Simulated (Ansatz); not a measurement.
HgTe: stiffness from a series of strains

```xyz
2
Lattice="0.0000 3.2235 3.2235 3.2235 0.0000 3.2235 3.2235 3.2235 0.0000" Properties=species:S:1:pos:R:3 pbc="T T T"
Hg    0.0000    0.0000    0.0000
Te    4.8353    4.8353    4.8353
```

Atom numbers follow the list: Hg1, Te2.

The cell is COD entry 1539232, as deposited and not checked against the literature; nothing was relaxed.

Spin–orbit coupling is left out, though it moves levels of the heavy atoms by tenths of an eV or more.

Level of theory: Ansatz 0.2.0, DFT, PBE, all-electron LAPW, scalar-relativistic.

The runs use a Γ-centred 11×11×11 k mesh, Fermi–Dirac smearing of 0.03 eV, basis error target 0.5 meV/atom, no spin polarisation.

The strain is applied along the Cartesian axes of the cell as listed (the other components stay zero). Fractional coordinates are held (clamped ions).

σ is the change of stress from the unstrained cell, which is at 4.07 GPa; tension is positive, so slopes are stress–strain coefficients at that pressure. In a metal the k mesh adds noise.

Only quantities that a quadratic follows smoothly over the whole series are listed; rougher ones are left out.

```
    εzz  σzz (GPa)  σxx (GPa)
-0.0300      -1.94      -1.65
-0.0100      -0.63      -0.52
 0.0000       0.00       0.00
 0.0100       0.61       0.49
 0.0200       1.20       0.94
 0.0300       1.78       1.37
```

(1) Fit the series and read off the stiffness at zero strain.

(2) One run, at εzz = -0.0200, is withheld. Predict its row.

Answers

(1) Least-squares fits y = p0 + p1 x + p2 x² to the rows give σzz (GPa): p1 = 62, p2 = -88; σxx (GPa): p1 = 50.3, p2 = -160. So C11 = 62 GPa and C12 = 50 GPa, which gives B = (C11 + 2 C12)/3 = 54 GPa.

(2) The fits give -1.28, -1.07; the run gave -1.27, -1.07.
